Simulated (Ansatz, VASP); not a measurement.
# One calculation of V, two programs

The input INCAR:

```
SYSTEM = V
PREC = Accurate
ENCUT = 520
EDIFF = 1E-8
ISMEAR = -1
SIGMA = 0.03
LREAL = .FALSE.
LASPH = .TRUE.
NELM = 150
ALGO = Normal
ISIF = 2
LWAVE = .FALSE.
LCHARG = .FALSE.
ISPIN = 2
MAGMOM = 1.5
LORBIT = 11
LMAXMIX = 4
GGA = PS
LEFG = .TRUE.
NBANDS = 16
```

KPOINTS

```
Automatic mesh
0
G
  19 19 19
  0 0 0
```

Contents of POSCAR:

```
V
1.0
   -1.5281300000      1.5281300000      1.5130000000
    1.5281300000     -1.5281300000      1.5130000000
    1.5281300000      1.5281300000     -1.5130000000
V
1
Direct
    0.0000000000      0.0000000000      0.0000000000
```

Input for Ansatz:

```yaml
crystal:
  lattice:
    - [-1.52813, 1.52813, 1.513]
    - [1.52813, -1.52813, 1.513]
    - [1.52813, 1.52813, -1.513]
  atoms:
    - { symbol: V, position: [0.0, 0.0, 0.0], spin: 1.5 }
magnetization:
  spin_polarized: true
kpoints:
  mp_grid: { grid: [19, 19, 19] }
scf:
  occupations: { method: fermi_dirac, width: 0.03 }
hamiltonian:
  xc: pbesol
  pseudopotentials: { kind: all_electron, datasets: crystal }
output:
  forces: true
  stress: true
  eigenvalues: true
  efg: { contact_densities: true }
```

Change from the starting cell: equal xx and yy strain of +1 %, crystal datasets.

Alike in both runs: task electric field gradients; functional PBEsol; k mesh 19 × 19 × 19; occupations fermi-dirac, width 0.03 eV; collinear spin.

|  | VASP | Ansatz |
| --- | --- | --- |
| version | VASP 6.6.1 | Ansatz 0.2.0 |
| potentials or method | VASP PAW PBE potentials, release 64 (V_sv) | all-electron PAW with datasets made for the crystal, scalar-relativistic |
| plane-wave cutoff (eV) | 520 | see its input |

Ansatz gave:

| Quantity | Value |
| --- | --- |
| pressure (GPa) | -14.7 |
| largest component of the traceless stress (GPa) | 0.77 |
| net moment per atom (μB) | 0.00 |
| Vzz of the field gradient on the site that differs most (V/Å²) | -0.9 |

Task: Which values does VASP return?

Result: Pressure (GPa): -14.5; largest component of the traceless stress (GPa): 0.77; net moment per atom (μB): 0.00; Vzz of the field gradient on the site that differs most (V/Å²): -0.9.

Ansatz ran all-electron here, so the differences hold the error of VASP's frozen core and of both bases. Ansatz warned: «seeded_moment_not_kept».

Caveats: the PAW data sets were made with another functional, which shifts forces and pressure a little (VASP).
